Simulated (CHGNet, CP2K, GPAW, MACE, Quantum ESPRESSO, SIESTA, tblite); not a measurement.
# From one method to another: forces in twisted Ti2CO2 MXene bilayer, 21.79° (70 atoms)

Ti2CO2 MXene (a = 3.03 Å) under Ti2CO2 MXene (a = 3.03 Å), bilayer, commensurate cell of 7 unit cells a layer, twist 21.79 deg; facing planes 2.75 Å apart; 12 Å of vacuum; layers as built, displaced by a Gaussian of 0.01 Å. Then every atom was moved at random, 0.05 Å r.m.s. a Cartesian component.

Two calculations on one geometry. First: machine-learned interatomic potential MACE MPA-0 medium, trained on PBE(+U) plane-wave data (MACE MPA-0 medium). Second: Kohn-Sham DFT, PBE, SSSP efficiency 1.3.0 pseudopotentials, plane waves; sssp-1.3.0-efficiency; 60/480 Ry; levels smeared at 580 K (Quantum ESPRESSO 7.5; sssp-pbe-1.3.0-efficiency, cutoffs 60/480 Ry, Γ point).

Cell vectors (Å):

```
8.017 0.000 0.000
-4.008 6.943 0.000
0.000 0.000 23.630
```

Atom, position (Å) and force of the first calculation (eV/Å):

```
1 C 3.940 6.898 8.235 0.565 0.658 -0.234
2 Ti 0.531 1.580 9.550 0.390 1.464 -0.522
3 Ti 1.686 0.354 6.863 0.514 -0.733 0.817
4 O 1.723 0.337 10.396 -0.152 -0.207 0.351
5 O 0.532 1.630 5.994 0.242 0.047 -0.971
6 C -0.570 2.995 8.204 0.014 -0.343 0.104
7 Ti -0.098 4.714 9.577 0.951 -0.804 -0.240
8 Ti 1.161 3.214 6.872 -0.687 1.699 0.999
9 O 1.096 3.342 10.451 0.341 -0.327 -0.646
10 O 0.002 4.628 6.000 0.274 -0.074 -0.085
11 C -1.167 5.906 8.161 -0.003 0.549 0.884
12 Ti 3.397 0.712 9.445 0.564 -0.912 0.150
13 Ti 0.592 6.281 6.934 0.136 -0.440 -0.241
14 O 0.559 6.256 10.458 0.131 0.349 -0.402
15 O 3.369 0.647 6.012 0.674 0.149 -0.717
16 C 2.346 1.935 8.197 -0.677 0.614 -0.058
17 Ti 2.824 3.653 9.530 -0.736 0.189 -0.451
18 Ti 4.007 2.281 6.839 0.385 0.312 0.807
19 O 4.009 2.276 10.467 -0.941 0.476 -0.041
20 O 2.826 3.616 6.000 0.399 -0.152 -0.724
21 C 1.697 4.977 8.176 0.233 -0.304 0.638
22 Ti 2.333 6.620 9.474 -1.033 -0.256 0.241
23 Ti 3.467 5.240 6.866 -0.875 0.645 0.364
24 O 3.492 5.282 10.384 -0.809 -0.165 0.450
25 O 2.239 6.641 5.990 0.477 0.062 0.030
26 C 5.103 1.043 8.292 0.464 -0.094 -0.476
27 Ti 5.602 2.650 9.622 1.757 -0.039 -1.122
28 Ti 6.946 1.329 6.965 -1.677 0.025 0.382
29 O 6.933 1.317 10.450 -1.051 0.140 0.196
30 O 5.747 2.769 6.033 -0.428 -1.726 -0.639
31 C 4.544 4.006 8.150 0.088 -0.401 0.872
32 Ti -2.854 5.610 9.498 -0.077 0.026 -0.517
33 Ti -1.714 4.330 6.860 0.447 0.410 0.574
34 O -1.783 4.341 10.506 0.185 -0.322 -0.446
35 O -2.876 5.686 5.959 -0.099 -0.482 -0.375
36 C -1.746 5.037 15.373 0.663 -0.673 0.325
37 Ti -0.536 6.245 16.631 -0.316 1.002 -0.482
38 Ti 0.047 4.639 14.056 -1.060 0.657 0.301
39 O 0.094 4.602 17.515 -2.819 0.893 2.434
40 O -0.540 6.322 13.166 -0.190 -0.148 0.351
41 C -3.981 6.940 15.351 -0.217 0.409 0.358
42 Ti 1.123 1.320 16.710 0.866 0.441 -0.066
43 Ti -2.287 6.704 14.113 0.400 -1.505 -0.025
44 O -2.233 6.598 17.551 0.056 0.534 0.951
45 O 1.143 1.335 13.266 0.031 0.747 -1.226
46 C 0.628 3.086 15.427 -0.698 -1.039 -0.416
47 Ti 1.652 4.300 16.789 4.479 -0.743 -1.140
48 Ti 2.297 2.718 14.126 1.275 -1.179 0.790
49 O 2.298 2.628 17.666 -0.302 0.086 -0.460
50 O 1.769 4.284 13.238 -0.718 0.318 -1.468
51 C 1.175 5.977 15.343 -0.415 -0.072 0.455
52 Ti 6.268 0.361 16.666 0.371 -0.864 0.197
53 Ti 2.857 5.543 14.119 1.187 1.335 0.303
54 O 2.874 5.639 17.609 0.062 -0.046 -0.155
55 O 6.265 0.337 13.200 0.657 0.193 -0.026
56 C 2.869 1.069 15.397 0.006 -0.634 -0.264
57 Ti 4.081 2.230 16.738 -1.333 1.799 -0.046
58 Ti 4.597 0.701 14.105 -0.314 -0.175 -0.396
59 O 4.553 0.719 17.660 0.448 -1.651 0.420
60 O 4.070 2.336 13.116 -0.326 0.072 1.322
61 C 3.450 3.962 15.398 0.096 0.116 -0.728
62 Ti 4.642 5.373 16.702 -1.134 -1.590 -0.023
63 Ti 5.179 3.650 14.127 -0.531 0.393 -0.221
64 O 5.129 3.577 17.594 0.864 1.027 0.109
65 O 4.573 5.259 13.180 0.228 0.357 0.264
66 C 5.759 1.963 15.480 0.222 0.374 -1.029
67 Ti -1.084 3.277 16.714 -1.425 -0.547 -0.552
68 Ti -0.550 1.667 14.040 -1.007 -0.175 0.549
69 O -0.574 1.570 17.628 0.235 0.897 0.271
70 O -1.174 3.377 13.156 0.669 -0.643 0.370
```

Q: Give the forces of the second method.

Atom and force (eV/Å):

```
1 0.669 1.254 -0.644
2 0.009 1.288 -0.356
3 0.876 -1.257 0.802
4 -0.368 -0.109 0.360
5 0.221 0.044 -0.807
6 -0.046 -0.528 -0.081
7 0.895 -0.604 -0.305
8 -0.863 1.609 1.220
9 0.446 -0.280 -0.542
10 0.200 0.188 -0.318
11 -0.339 0.890 1.016
12 0.391 -0.786 0.086
13 0.651 -1.040 -0.191
14 0.104 0.112 -0.381
15 0.474 0.478 -0.718
16 -0.833 0.786 -0.220
17 -0.810 0.439 -0.519
18 0.712 0.173 0.814
19 -0.665 0.520 0.227
20 0.357 -0.036 -0.908
21 0.287 -0.124 0.641
22 -1.208 -0.484 0.234
23 -0.552 0.107 0.599
24 -0.897 -0.329 0.647
25 0.019 0.184 0.018
26 0.560 -0.056 -0.924
27 1.439 -0.185 -1.352
28 -1.145 0.205 0.565
29 -0.700 0.137 0.360
30 -0.742 -1.690 -0.858
31 -0.150 -0.295 1.023
32 0.013 -0.098 -0.565
33 0.985 -0.211 0.689
34 0.204 -0.085 -0.481
35 -0.195 -0.203 -0.346
36 1.038 -0.754 0.853
37 -0.558 0.660 -0.954
38 -1.007 0.522 0.292
39 -2.447 0.922 2.670
40 -0.120 -0.066 0.361
41 -0.083 0.931 0.844
42 0.868 0.133 -0.159
43 0.131 -1.320 -0.082
44 -0.084 0.577 1.083
45 -0.226 0.492 -1.531
46 -1.110 -1.197 -0.387
47 3.965 -0.802 -1.142
48 1.643 -0.692 1.187
49 -0.390 0.197 -0.462
50 -0.812 0.414 -1.564
51 -0.605 0.107 1.046
52 0.625 -1.061 -0.019
53 1.388 0.610 0.475
54 0.050 -0.068 -0.063
55 0.666 0.790 -0.226
56 0.019 -0.779 0.036
57 -1.048 1.524 0.009
58 -0.328 -0.287 -0.721
59 0.435 -1.233 0.156
60 -0.180 -0.088 1.139
61 0.021 0.408 -0.695
62 -1.011 -1.624 -0.383
63 -1.098 0.654 -0.416
64 0.810 1.067 0.291
65 0.367 0.360 0.190
66 0.296 0.548 -1.040
67 -1.387 -0.760 -0.720
68 -0.861 -0.712 0.562
69 0.268 1.081 0.247
70 0.766 -0.569 0.339
```

The two sets differ by 245 meV/Å r.m.s., 31 % of the r.m.s. force of the Quantum ESPRESSO run. Machine-learned potentials mimic data converged in k, so the reference's own k-point error enters their differences. The runs have no spin polarisation, so any moments at edges, vacancies or dangling bonds can't form. The electronic-structure runs sample only Γ, in a cell whose shortest periodic width is 7 Å.

[Logs are printed without paths, hosts, clocks, repeated set-up lines and the standing remarks that a program may print on its own settings, such as how far it seeks lower states.]

[Hosts, paths, dates, database ids (printed as entryN), source tags and the programs' standing remarks are cut or masked in the printed files.]
